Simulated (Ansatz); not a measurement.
Crystal: Bi.

```
Bi
1.0
    -1.98143    1.98143    1.98143
     1.98143   -1.98143    1.98143
     1.98143    1.98143   -1.98143
Bi
1
Direct
  0.00000 0.00000 0.00000
```

This isn't the form of Bi at room conditions, which is rhombohedral.

| Quantity | Value |
| --- | --- |
| Program | Ansatz 0.2.0 |
| Task | relaxation of cell and atoms |
| Functional | PBEsol |
| Dispersion | D3(BJ)-ATM |
| Potentials or basis | Ansatz PAW |
| Cutoff | 420 eV (not typed: the program's choice for these potentials) |
| k mesh | 9 × 9 × 9 |
| Occupations | fermi-dirac, width 0.05 eV |
| Spin | no spin polarisation |

At the start: volume 31.12 Å³/atom.

Q: How do energy, volume and symmetry change on relaxing?

A: It ends after 5 steps and the volume is 28.69 Å³/atom (-7.8 %); space group Im-3m (No. 229, to 0.05 Å).

The path:
```
step  energy change (eV)  largest force (eV/Å)  volume (Å³)
   1              0.0000                0.0000        31.12
   2             -0.0341                0.0000        28.05
   3             -0.0369                0.0000        28.76
   4             -0.0369                0.0000        28.69
   5             -0.0364                0.0000        28.69
```

Final structure:
```cif
data_structure
_symmetry_space_group_name_H-M 'P 1'
_symmetry_Int_Tables_number 1
_cell_length_a 3.3403
_cell_length_b 3.3403
_cell_length_c 3.3403
_cell_angle_alpha 109.471
_cell_angle_beta 109.471
_cell_angle_gamma 109.471
_cell_volume 28.69
loop_
_atom_site_label
_atom_site_type_symbol
_atom_site_fract_x
_atom_site_fract_y
_atom_site_fract_z
_atom_site_occupancy
Bi1 Bi 0.00000 0.00000 0.00000 1
```

Caveat: the plane-wave basis is chosen anew once the cell has moved, so the energies of steps on either side of that aren't comparable; pairwise dispersion overbinds metals, which lowers pressure and volume; the PAW data sets come from PBE, with cores solved anew for the run's functional, which leaves a small shift of forces and pressure.
